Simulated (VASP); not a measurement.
**VASP 6.6.1 run: Ge**

INCAR

```
NSW = 0
LASPH = .FALSE.
ENCUT = 520
SIGMA = 0.02
EDIFF = 1E-7
ISMEAR = -1
ISIF = 2
IVDW = 12
PREC = Accurate
LCHARG = .FALSE.
LREAL = .FALSE.
LWAVE = .FALSE.
IBRION = -1
NBANDS = 21
GGA = PE
NELM = 120
```

KPOINTS

```
KPOINTS created by Atomic Simulation Environment
0
Gamma
8 8 8
0 0 0
```

POSCAR

```
Ge
 1.0000000000000000
     0.0000000000000000    2.8368735120999999    2.9219797175000002
     2.8368735120999999    0.0000000000000000    2.9219797175000002
     2.8368735120999999    2.8368735120999999    0.0000000000000000
 Ge
   2
Cartesian
  0.0000000000000000  0.0000000000000000  0.0000000000000000
  1.4184367560499997  1.4184367560499997  1.4609898587499999
```

The recommended PBE PAW datasets give the neutral cell 28 valence electrons.

Command

```
mpirun -np 1 vasp_std
```

Question: How does this run end, and what does it give?

Answer: It converged. Results: gap between bands v and c on the k mesh -0.02 eV (bands overlap: a metal); least direct gap on the k mesh 0.00 eV; pressure -1.0 GPa. Band v is the last that the valence electrons fill when counted band by band, and c is the next.

OSZICAR

```
N       E                     dE             d eps       ncg     rms          rms(c)
DAV:   1     0.188856239054E+03    0.18886E+03   -0.14576E+04  2756   0.356E+03
DAV:   2     0.185161208353E+02   -0.17034E+03   -0.16503E+03  2488   0.621E+02
DAV:   3    -0.816665661825E+01   -0.26683E+02   -0.26512E+02  2838   0.143E+02
DAV:   4    -0.907909772408E+01   -0.91244E+00   -0.91203E+00  2808   0.307E+01
DAV:   5    -0.909435496936E+01   -0.15257E-01   -0.15257E-01  2874   0.442E+00    0.304E+00
DAV:   6    -0.904383480641E+01    0.50520E-01   -0.18907E-02  2809   0.140E+00    0.181E+00
DAV:   7    -0.901593743740E+01    0.27897E-01   -0.44526E-02  2690   0.201E+00    0.150E-01
DAV:   8    -0.901772632202E+01   -0.17889E-02   -0.65737E-03  2748   0.110E+00    0.479E-02
DAV:   9    -0.901774223520E+01   -0.15913E-04   -0.24530E-04  3281   0.285E-01    0.192E-02
DAV:  10    -0.901778151983E+01   -0.39285E-04   -0.82757E-05  2643   0.113E-01    0.597E-03
DAV:  11    -0.901778246895E+01   -0.94912E-06   -0.11861E-05  3367   0.637E-02    0.215E-03
DAV:  12    -0.901778286455E+01   -0.39561E-06   -0.75260E-07  2769   0.130E-02    0.515E-04
DAV:  13    -0.901778277562E+01    0.88929E-07   -0.25899E-08  1919   0.166E-03
   1 F= -.95894240E+01 E0= -.95893205E+01  d E =-.207047E-03
```

For comparison, a separate PBE run of the intended cell, on usual settings and not on those above, gives a gap of -0.02 eV on its mesh and a pressure of 0.9 GPa.
